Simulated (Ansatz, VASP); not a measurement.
# Cross-check of B26P26C (V_B-C_P) between VASP and Ansatz

One calculation is typed for both programs; each brings its own data sets. How far apart do they land? The cell is taken from a series of runs on this material, whose earlier steps may have relaxed, scaled, displaced or heated it; both programs get it as it stands.

Program: Ansatz 0.2.0. Level of theory: plane waves, with VASP 6.6.1 beside it; single point at r2SCAN. Results are calculated unless marked as measured.

## 1. Starting point

The cell holds 53 atoms: 26 B, 26 P and 1 C. Cell: a = 9.623 Å, b = 9.623 Å, c = 9.623 Å, α = 60.0°, β = 60.0°, γ = 60.0°. It derives from BP (BP (F-43m)). Nearest the centre at fractional (0.625, 0.292, 0.625): C53 at 1.43 Å, B21 at 2.28 Å, B23 at 2.28 Å, B15 at 2.28 Å, P45 at 2.53 Å, P37 at 2.53 Å, P39 at 2.54 Å, P43 at 3.30 Å.

Structure file:

```xyz
53
Lattice="0.0000 6.8046 6.8046 6.8046 0.0000 6.8046 6.8046 6.8046 0.0000" Properties=species:S:1:pos:R:3 pbc="T T T"
B     6.8096   13.6074    6.8097
B     2.2711    2.2707    0.0062
B     4.5575   11.3184    6.7988
B     2.2775    0.0113    2.2776
B     4.5575    9.0633    9.0537
B     6.8264   11.3498    9.0852
B     4.5407    0.0008    4.5408
B     6.8096    9.0743   11.3429
B     9.0820    4.5421    4.5513
B     0.0061    2.2707    2.2712
B     2.2658    4.5304    2.2659
B    11.3348    6.7947    9.0673
B     9.0536    9.0634    4.5576
B     4.5301    4.5273    4.5302
B     6.6331    6.9143    4.6497
B    11.3428    9.0742    6.8097
B     6.8106    4.5358    6.8107
B     9.0537    6.8220    6.7988
B     6.7987   11.3185    4.5575
B     9.0672    6.7948   11.3349
B     4.6498    8.8980    4.6500
B     9.0853   11.3499    6.8265
B     4.6498    6.9144    6.6334
B     4.5512    4.5421    9.0822
B     6.7987    6.8220    9.0540
B     9.0854    9.0909    9.0855
P     3.4009    3.4037    3.4009
P     5.6507    5.6794    3.4149
P     7.8966    7.9431    3.4359
P     5.6741    3.4021    5.6742
P     7.8966    5.7005    5.6785
P    10.2090    7.9403    5.6758
P     7.9377    3.3978    7.9378
P    10.2055    5.6654    7.9438
P    12.4787    7.9388    7.9422
P     3.4150    5.6795    5.6506
P     7.9845   10.2493    5.6739
P     5.6785    5.7005    7.8967
P     7.9848    7.9382    7.9850
P    10.2240   10.2157    7.9512
P     7.9438    5.6655   10.2056
P    10.2197    7.9150   10.2197
P    12.4831   10.1612   10.2406
P     3.4358    7.9431    7.8967
P     5.6742   10.2488    7.9842
P     7.9511   12.4887    7.9512
P     5.6756    7.9403   10.2092
P     7.9511   10.2157   10.2241
P    10.2115   12.4762   10.2116
P     7.9420    7.9388   12.4789
P    10.2404   10.1613   12.4832
P    12.4802   12.4738   12.4803
C     5.4110    7.6758    5.4112
```

## 2. VASP: single point, r2SCAN, pair 1

A single point gives forces, pressure and levels at one fixed geometry, so differences don't come from the geometry; what else differs is listed under the comparison.

Lines of VASP's logs that name or quote its potential files are left out, and so is its time.

The input, INCAR:

```
SYSTEM = B26P26C
PREC = Accurate
ENCUT = 580
EDIFF = 1E-06
NELM = 120
ISMEAR = -1
SIGMA = 0.01
LREAL = Auto
ALGO = Normal
METAGGA = R2SCAN
LASPH = .TRUE.
NBANDS = 144
LORBIT = 11
LWAVE = .FALSE.
LCHARG = .FALSE.
ISIF = 2
ISYM = 0
GGA_COMPAT = .FALSE.
LMIXTAU = .TRUE.
KPAR = 4
```

The input, POSCAR:

```
B26P26C
1.0
    0.0000000000      6.8045562257      6.8045562257
    6.8045562257      0.0000000000      6.8045562257
    6.8045562257      6.8045562257      0.0000000000
B P C
26 26 1
Direct
    0.9998845403      0.0008776815      0.9998678547
    0.0004282726      0.0004860890      0.3332812985
    0.9963681229      0.0027907666      0.6669811748
    0.0008357976      0.3338768089      0.0008207307
    0.9963595370      0.3341817679      0.3355928130
    0.9999649844      0.3352064944      0.6680004327
    0.0000696992      0.6672494868      0.0000487563
    0.9998834082      0.6670717093      0.3336723255
    0.0008329823      0.6680296081      0.6666703749
    0.3332969268      0.0004863218      0.0004075041
    0.3329020337      0.0000945868      0.3328896047
    0.3326613711      0.9998717191      0.6658896516
    0.3356030989      0.3341762481      0.9963500436
    0.3326648882      0.3330895597      0.3326615153
    0.3623174264      0.3210020550      0.6538054511
    0.3336886303      0.6670714702      0.9998653704
    0.3332977476      0.6676069107      0.3332805488
    0.3355875912      0.6635652071      0.6669760257
    0.6670007880      0.0027761051      0.9963676948
    0.6659127061      0.9998670081      0.3326525016
    0.6538383713      0.0295282234      0.6538146497
    0.6680149136      0.3352063138      0.9999678476
    0.6538319552      0.3210120596      0.3623171430
    0.6666880495      0.6680290683      0.0008176178
    0.6669969991      0.6635773801      0.3355624583
    0.6680121652      0.6671908754      0.6679956578
    0.2501038359      0.2496900101      0.2501058079
    0.2530353498      0.2488151954      0.5816065090
    0.2558893716      0.2490567189      0.9114287663
    0.2499983730      0.5838882062      0.2499809331
    0.2558901679      0.5786315449      0.5818512488
    0.2503492827      0.5837629710      0.9165609003
    0.2496824169      0.9168658153      0.2496636146
    0.2501047171      0.9173198075      0.5824840996
    0.2499983623      0.9171856807      0.9166893416
    0.5816065238      0.2488044382      0.2530604964
    0.5833398927      0.2504979091      0.9229039202
    0.5818664752      0.5786384235      0.2558765930
    0.5833127812      0.5901626322      0.5832815344
    0.5836422257      0.5848706089      0.9176577471
    0.5824949787      0.9173216974      0.2501024432
    0.5816003278      0.9202961390      0.5815876270
    0.5818655521      0.9230897639      0.9114347902
    0.9114486831      0.2490573810      0.2558744195
    0.9228271407      0.2505339325      0.5833424704
    0.9176736947      0.2508336350      0.9176645788
    0.9165809940      0.5837682387      0.2503252197
    0.9176698893      0.5848729723      0.5836273304
    0.9167598369      0.5839463664      0.9167425400
    0.9167117293      0.9171850020      0.2499811372
    0.9114506563      0.9230864514      0.5818509212
    0.9165850551      0.9175249718      0.9165676086
    0.5640327613      0.2311967287      0.5640047054
```

The input, KPOINTS:

```
Points of the shifted mesh
8
Reciprocal
 0.2500000000  0.2500000000  0.2500000000 1
 0.2500000000  0.2500000000  0.7500000000 1
 0.2500000000  0.7500000000  0.2500000000 1
 0.2500000000  0.7500000000  0.7500000000 1
 0.7500000000  0.2500000000  0.2500000000 1
 0.7500000000  0.2500000000  0.7500000000 1
 0.7500000000  0.7500000000  0.2500000000 1
 0.7500000000  0.7500000000  0.7500000000 1
```

The projector-augmented-wave data sets are B, P and C (PBE family, release 64).

On the command line:

```sh
mpirun -np 8 vasp_std
```

Numbers of over 12 decimals in the logs are rounded to 6 here.

The log of the run:

```text
[banner, memory and clock lines left out]
running    8 mpi-ranks, on    1 nodes
[...]
|                                                                             |
|           W    W    AA    RRRRR   N    N  II  N    N   GGGG   !!!           |
|           W    W   A  A   R    R  NN   N  II  NN   N  G    G  !!!           |
|           W    W  A    A  R    R  N N  N  II  N N  N  G       !!!           |
|           W WW W  AAAAAA  RRRRR   N  N N  II  N  N N  G  GGG   !            |
|           WW  WW  A    A  R   R   N   NN  II  N   NN  G    G                |
|           W    W  A    A  R    R  N    N  II  N    N   GGGG   !!!           |
|                                                                             |
|     For optimal performance we recommend to set                             |
|       NCORE = 2 up to number-of-cores-per-socket                            |
|     NCORE specifies how many cores store one orbital (NPAR=cpu/NCORE).      |
|     This setting can greatly improve the performance of VASP for DFT.       |
[...]
|               ----> ADVICE to this user running VASP <----                  |
|                                                                             |
|     You enforced a specific xc type in the INCAR file but a different       |
|     [... a line on the potential file left out ...]
|     I HOPE YOU KNOW WHAT YOU ARE DOING!                                     |
|                                                                             |

 LDA part: xc-table for (None), standard interpolation
 POSCAR, INCAR and KPOINTS ok, starting setup
[...]
entering main loop
       N       E                     dE             d eps       ncg     rms          rms(c)
DAV:   1     0.632362583332E+03    0.63236E+03   -0.10290E+05  2304   0.148E+03
DAV:   2    -0.432359048612E+03   -0.10647E+04   -0.10066E+04  2792   0.242E+02
DAV:   3    -0.504173995905E+03   -0.71815E+02   -0.70612E+02  2840   0.585E+01
DAV:   4    -0.505875756747E+03   -0.17018E+01   -0.16875E+01  2856   0.948E+00
[...]
DAV:  19    -0.455402176412E+03    0.49080E-04   -0.10549E-04  3264   0.288E-02    0.376E-02
DAV:  20    -0.455402186062E+03   -0.96501E-05   -0.24280E-05  2712   0.136E-02    0.233E-02
DAV:  21    -0.455402186067E+03   -0.54388E-08   -0.22197E-06  2184   0.381E-03
   1 F= -.45540219E+03 E0= -.45539768E+03  d E =-.900240E-02
```

From OUTCAR (step 2):

```text
  Total      -10.2444697    -10.2464193    -10.2365370      3.9542007      3.9483038      3.9686986
  in kB      -26.0477759    -26.0527332    -26.0276062     10.0540230     10.0390293     10.0908856
  external PRESSURE =     -26.0427051 kB  Pullay stress =       0.0000000 kB

 POSITION                                       TOTAL-FORCE (eV/Angst)
 -----------------------------------------------------------------------------------
      6.80963     13.60743      6.80974         0.001371      0.000880      0.001072
      2.27114      2.27075      0.00622         0.003027     -0.000204     -0.003062
      4.55750     11.31835      6.79883        -0.003660      0.033640      0.053791
      2.27747      0.01127      2.27757        -0.002039     -0.030635     -0.002042
      4.55752      9.06334      9.05374        -0.001907      0.054223      0.033098
      6.82638     11.34976      9.08525         0.011998      0.034972      0.036988
      4.54067      0.00081      4.54081         0.005446      0.007053      0.005824
      6.80962      9.07425     11.34289         0.001600      0.002761     -0.000268
      9.08204      4.54206      4.55131        -0.005132     -0.002908     -0.031460
      0.00608      2.27071      2.27125        -0.002838      0.000044      0.002874
      2.26581      4.53042      2.26589         0.017563      0.020470      0.017353
     11.33477      6.79470      9.06730         0.023204      0.021749      0.006617
      9.05364      9.06335      4.55755         0.033787      0.054971     -0.002144
      4.53014      4.52725      4.53016         0.025000      0.004484      0.024731
[...]
-----------------------------------------------------------------------------------
    total drift:                                0.016509     -0.001077      0.017529

  FREE ENERGIE OF THE ION-ELECTRON SYSTEM (eV)
  ---------------------------------------------------
  free  energy   TOTEN  =      -455.4021860671 eV

  energy  without entropy=     -455.3931836710  energy(sigma->0) =     -455.39768487

[... 2 further parts left out ...]
```

The run ends at a pressure of -2.60 GPa, with forces up to 0.11 eV/Å.

## 3. Ansatz: single point, r2SCAN, pair 1

Ansatz runs on its PAW soft_1 files.

The same cell, functional, mesh and smearing now go to Ansatz.

The input, input.yaml:

```yaml
crystal:
  checkpoint: "../q0.relax.run"
  host: checkpoint
basis:
  ecutwfc: 500
  xc_grid: 2
hamiltonian:
  xc: r2scan
  pseudopotentials: { kind: paw, azcp: { folder: soft_1 } }
kpoints:
  mp_grid: { grid: [2, 2, 2], shift: [0.5, 0.5, 0.5] }
scf:
  occupations: { method: fermi_dirac, width: 0.01 }
  max_iter: 80
output:
  forces: true
  eigenvalues: true
  charged_corrections:
    epsilon: 9.31
    static_epsilon: 9.42
    defect_position: [0.625, 0.291667, 0.625]
  eigenstates: { localisation: true }
  populations: true
  band_densities: [{ bands: [v1, v1] }, { bands: [c1, c1] }]
  write_density: true
  write_potential: true
  volumetric_format: npy
checkpoint:
  read: "../q0.relax.run"
  write: "../q0.point.run"
  compress: false
  write_wavefunctions: false
  write_every: 100000
```

On the command line:

```sh
ansatz run input.yaml --threads 4 --pin off --max-ram 7536MiB --backend cpu --events-out ev --progress --plain --runs-dir out
```

The log of the run:

```text
crystal.checkpoint: the structure is that of <dir>, a `relax` run, at its step 6: its result, under r2scan at a charge of 0 e; 53 atoms read, 0 with a starting moment; crystal.structure_sha256 for this input is
Engine: ansatz 0.2.0, aarch64-unknown-linux-gnu
Pseudopotentials: kind: paw
Pseudopotential: B, paw, valence charge 3, recommended cutoff 500 eV (meta_gga), soft_1/B.paw.azcp
Pseudopotential: P, paw, valence charge 5, recommended cutoff 500 eV (meta_gga), soft_1/P.paw.azcp
Pseudopotential: C, paw, valence charge 4, recommended cutoff 500 eV (meta_gga), soft_1/C.paw.azcp
Functional definition: r2SCAN
  parameter k0 = 0.174
  parameter k1 = 0.065
  parameter a1 = 4.9479
  exchange = r2scan_x(k0 = k0, k1 = k1, a1 = a1)
  correlation = r2scan_c
Crystal: 53 atoms, lattice volume = 630.129 Å³
Basis set: ecut = 500 eV, 16049 PW (Γ), exchange–correlation on 144×144×144 points (8 copies of the dense FFT grid, shifted against one another)
Bands: 159, of which v1, the nominal top of the filled ones, is band 106 counted from 1 (105 counted from 0)
Symmetry: 1 space group operations
Space group: P1 (ITA 1), of the structure as read, at distance tolerance 8.6e-5 Å
k-points: 4 of 8 (time reversal used)
Non-local potential: B, projectors of the file, l = 0: 2, l = 1: 2, l = 2: 1
Non-local potential: P, projectors of the file, l = 0: 2, l = 1: 2, l = 2: 1
Non-local potential: C, projectors of the file, l = 0: 2, l = 1: 2, l = 2: 1
PAW form: soft (Blöchl's): semilocal exchange-correlation on the pseudo side does not see the compensation charge
PAW frozen core: B, regenerated for the run's functional (the file was generated under x = pbe(κ = 0.804, μ = 0.219515), c = pbe(β = 0.066725))
PAW frozen core: P, regenerated for the run's functional (the file was generated under x = pbe(κ = 0.804, μ = 0.219515), c = pbe(β = 0.066725))
PAW frozen core: C, regenerated for the run's functional (the file was generated under x = pbe(κ = 0.804, μ = 0.219515), c = pbe(β = 0.066725))
PAW one-centre angular grid: B, 302 points (default); XC on 223 of its mesh's 2233 points in the sphere
PAW one-centre angular grid: P, 302 points (default); XC on 160 Gauss nodes
PAW one-centre angular grid: C, 302 points (default); XC on 219 of its mesh's 2255 points in the sphere
Initial density: read from a saved state, or passed on in memory by an earlier SCF of this step, an earlier step, the calling program or the single point that the run made first
Initial wavefunctions: those read from a saved state, or passed on in memory by an earlier step or the calling program
Functional: x = r2scan, c = r2scan; τ floored in thin density (d = 2e-4 eV/Å³)
iter 1 solved again at ethr=1.87e-4 eV; its pass at ethr=3.10e-3 eV (dr2=3.97e-1 eV) is discarded
SCF iter   1: F=—  HF=-24080.941395 eV  |F-HF|=—  |Δ(HF+E_count)|=         —  Δρ=4.76e-3  dr2=3.97e-1  dr2_τ=6.81e-3  ethr=1.87e-4  ⟨swp⟩=1.0  Hψ=1768  notcnv=0
preconditioner: auto → Resta (q_TF=auto, 2.275 Å⁻¹)  ε∞=4.7  [insulator: Δε(μ)=1.081 eV  Ē_g=11.242 eV  σ=0.010 eV  W_gap=0.66  n_scr=136 (ndim 8)  ℏωp=21.5 eV  f_vac=0.000  D(μ)=33.34/eV (n_scr^D=330)  ε∞_Penn≈4.7]
SCF iter   2: F=—  HF=-24080.949713 eV  |F-HF|=—  |Δ(HF+E_count)|=   8.32e-3  Δρ=4.48e-3  dr2=3.35e-1  dr2_τ=2.40e-2  ethr=1.87e-4  ⟨swp⟩=7.2  Hψ=1347  notcnv=0  defer=2
SCF iter   3: F=—  HF=-24080.908557 eV  |F-HF|=—  |Δ(HF+E_count)|=   4.12e-2  Δρ=1.27e-3  dr2=3.13e-2  dr2_τ=4.26e-4  ethr=1.58e-4  ⟨swp⟩=4.5  Hψ=1032  notcnv=0
SCF iter   4: F=—  HF=-24080.906215 eV  |F-HF|=—  |Δ(HF+E_count)|=   2.34e-3  Δρ=1.17e-3  dr2=2.30e-2  dr2_τ=2.82e-4  ethr=1.48e-5  ⟨swp⟩=5.0  Hψ=1158  notcnv=0  defer=22
SCF iter   5: F=—  HF=-24080.905512 eV  |F-HF|=—  |Δ(HF+E_count)|=   7.03e-4  Δρ=3.67e-4  dr2=2.24e-3  dr2_τ=1.89e-5  ethr=1.09e-5  ⟨swp⟩=1.0  Hψ=594  notcnv=0  defer=28
SCF iter   6: F=—  HF=-24080.905447 eV  |F-HF|=—  |Δ(HF+E_count)|=   6.44e-5  Δρ=1.60e-4  dr2=4.67e-4  dr2_τ=9.05e-7  ethr=1.06e-6  ⟨swp⟩=1.8  Hψ=597  notcnv=0  defer=34
SCF iter   7: F=—  HF=-24080.905435 eV  |F-HF|=—  |Δ(HF+E_count)|=   1.22e-5  Δρ=1.65e-4  dr2=4.89e-4  dr2_τ=5.10e-6  ethr=2.20e-7  ⟨swp⟩=1.8  Hψ=806  notcnv=0  defer=34
SCF iter   8: F=—  HF=-24080.905402 eV  |F-HF|=—  |Δ(HF+E_count)|=   3.35e-5  Δρ=3.07e-5  dr2=1.48e-5  dr2_τ=5.48e-8  ethr=2.20e-7  ⟨swp⟩=1.8  Hψ=626  notcnv=0  defer=34
SCF iter   9: F=—  HF=-24080.905213 eV  |F-HF|=—  |Δ(HF+E_count)|=   1.89e-4  Δρ=3.24e-5  dr2=1.79e-5  dr2_τ=2.76e-7  ethr=7.00e-9  ⟨swp⟩=2.0  Hψ=887  notcnv=0  defer=34
SCF iter  10: F=—  HF=-24080.905213 eV  |F-HF|=—  |Δ(HF+E_count)|=   1.82e-7  Δρ=2.57e-5  dr2=1.17e-5  dr2_τ=2.35e-7  ethr=7.00e-9  ⟨swp⟩=1.2  Hψ=595  notcnv=0  defer=34
SCF iter  11: F=—  HF=-24080.905213 eV  |F-HF|=—  |Δ(HF+E_count)|=   3.39e-7  Δρ=1.12e-5  dr2=2.38e-6  dr2_τ=3.41e-9  ethr=5.50e-9  ⟨swp⟩=1.0  Hψ=594  notcnv=0  defer=34
[...]
atom  32  P     -0.08757341    -0.02848300    -0.02934435
  atom  33  B     -0.00082801    -0.00079550    -0.00100811
  atom  34  P     -0.06408062    -0.04872617    -0.06426354
  atom  35  B      0.03436791    -0.00559556     0.05958228
  atom  36  P      0.02735069    -0.01027338    -0.00344801
  atom  37  B      0.05917983     0.03375593    -0.00548086
  atom  38  P     -0.00304485     0.02824864    -0.01097821
  atom  39  B      0.00456397     0.02129050     0.02148215
  atom  40  P     -0.00881499    -0.04367545    -0.04325113
  atom  41  B      0.02298692     0.07319851     0.02246442
  atom  42  P     -0.00336345    -0.00934462    -0.00309966
  atom  43  B      0.03970498     0.03940189     0.00732641
  atom  44  P     -0.00586093    -0.00611389    -0.02032881
  atom  45  B      0.02338646     0.02289387     0.07355543
  atom  46  P     -0.00333020    -0.00307585    -0.00924965
  atom  47  P      0.00912064     0.00864578     0.00911152
  atom  48  B     -0.02429162    -0.00386771    -0.00399078
  atom  49  P     -0.00290526    -0.00232179    -0.00232249
  atom  50  B      0.05978175    -0.00551573     0.03398371
  atom  51  P     -0.00356214    -0.01041448     0.02762106
  atom  52  B      0.03987457     0.00659383     0.03956945
  atom  53  P     -0.00601676    -0.02037868    -0.00609224
  max |Σ_I F_I| component: 1.47e-3 eV/Å
--- Band table (eV) ---
  k-point 0: bands = [... 102 lower, 7.6107, 8.3195, 8.3196, 9.4180, 9.6547, 9.6547, 10.8459, 10.8460, ... 49 higher]
  k-point 1: bands = [... 102 lower, 7.5823, 7.7675, 8.1033, 8.3268, 9.4429, 9.7785, 10.8012, 11.5430, ... 49 higher]
  k-point 2: bands = [... 102 lower, 7.5823, 7.7675, 8.1032, 8.3270, 9.4430, 9.7785, 10.8011, 11.5430, ... 49 higher]
  k-point 3: bands = [... 102 lower, 7.5823, 7.7674, 8.1034, 8.3265, 9.4428, 9.7784, 10.8013, 11.5430, ... 49 higher]
--- Löwdin populations: 53 sites ---
  site symbol       q [e]
     0      B      3.6334
     1      P      4.2859
     2      B      3.6363
     3      P      4.2842
     4      B      3.6165
     5      P      4.3395
     6      B      3.6141
     7      P      4.2975
     8      B      3.6164
     9      P      4.3396
    10      B      3.6302
    11      P      4.2934
    12      B      3.6317
    13      P      4.2887
    14      B      3.6334
    15      P      4.2859
    16      B      3.6141
    17      P      4.2975
    18      B      3.6363
    19      P      4.2842
    20      B      3.6380
    21      C      4.1554
    22      B      3.6441
    23      P      4.5009
[...]
45      P      4.2895
    46      P      4.3015
    47      B      3.6141
    48      P      4.2975
    49      B      3.6165
    50      P      4.3395
    51      B      3.6301
    52      P      4.2933
  spilling = 0.008270 (of n_electrons = 212.000000)
--- Band densities, each state counted as filled ---
  window                                       electrons  max residual (eV)  cut levels
  bands: [v1, v1]                               2.000000             4.7e-9           0
  bands: [c1, c1]                               2.000000             5.3e-5           1
```

## 4. Side by side

Known differences besides the potentials themselves: VASP keeps PBE cores, Ansatz makes them for the functional; the cutoff is 500 eV in Ansatz and 580 eV in VASP (PREC = Accurate, projectors in real space). Total energies have different zeros and are not compared.

The two programs side by side:

```csv
quantity,Ansatz,VASP,difference
gap on the k mesh (eV),0.025,0.024,+0.001
```

Forces on 7 of the 53 atoms, those with the largest forces and the largest differences (eV/Å; atoms numbered as in POSCAR):

```csv
atom,"Ansatz x, y, z","VASP x, y, z"
B15,"0.074, 0.024, 0.025","0.112, -0.006, -0.002"
B21,"0.023, 0.073, 0.022","-0.008, 0.110, -0.008"
B23,"0.023, 0.023, 0.074","-0.003, -0.007, 0.112"
P28,"-0.053, -0.062, -0.063","-0.061, -0.065, -0.066"
P36,"-0.063, -0.063, -0.050","-0.066, -0.066, -0.059"
P41,"-0.088, -0.028, -0.029","-0.084, -0.030, -0.033"
P42,"-0.064, -0.049, -0.064","-0.066, -0.060, -0.066"
```

The forces differ by 9.7 meV/Å r.m.s., which is 30.5 % of the r.m.s. force of 0.032 eV/Å (both taken over all components). A gap on the mesh is an upper bound, since the band edges may lie between its points. VASP's last cycles still show a density residual of 2e-03, so its state may not be settled.

(Part 1 of 2 ends here.)

[Lines on the potential files, build, host, timing and source positions are cut from VASP's logs without a mark.]

[Logs are printed without paths, hosts, clocks, repeated set-up lines and the standing remarks that a program may print on its own settings, such as how far it seeks lower states.]

[Hosts, paths, dates, database ids (printed as entryN), source tags and the programs' standing remarks are cut or masked in the printed files.]
